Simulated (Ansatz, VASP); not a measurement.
Two plane-wave programs on HfO2

```
CELL_PARAMETERS angstrom
1.86590 1.07728 2.76545
-1.86590 1.07728 2.76545
0.00000 -2.15455 2.76545
ATOMIC_POSITIONS crystal
Hf 0.00000 0.00000 0.00000
O 0.23533 0.23533 0.23533
O 0.76467 0.76467 0.76467
```

Alike in both runs: task single point; functional PBE; k mesh 6 × 6 × 6; occupations gaussian, width 0.1 eV; no spin polarisation.

|  | VASP | Ansatz |
| --- | --- | --- |
| version | VASP 6.6.1 | Ansatz 0.2.0 |
| potentials or method | VASP PAW PBE potentials, release 64 (Hf_pv, O) | scalar-relativistic, plane waves, PAW |
| plane-wave cutoff (eV) | 520 | 420 |
| valence electrons in the cell | 22 | 38 |

VASP gave:

- gap on the k mesh at the Fermi level (eV): 4.00
- least direct gap on the mesh (eV): 4.00
- pressure (GPa): 10.0
- largest component of the traceless stress (GPa): 35.13
- rms of the force components (eV/Å): 2.083

Question: Which values does Ansatz return?

Answer: gap on the k mesh at the Fermi level (eV): 3.97; least direct gap on the mesh (eV): 3.97; pressure (GPa): 13.4; largest component of the traceless stress (GPa): 36.22; rms of the force components (eV/Å): 2.123.

Atom by atom the forces differ by 0.039 eV/Å (rms over components). With one functional, cell and mesh, what is left measures potentials, basis and numerics. The two sets of potentials don't hold the same shells in valence.

Caveats: spin-orbit coupling is left out, which moves the levels of the heavy elements; forces of over 1 eV/Å show positions far from the minimum, so gaps and moduli don't describe the material at rest. A k mesh can miss the band edges. As with any semilocal functional, this PBE gap is likely too small.
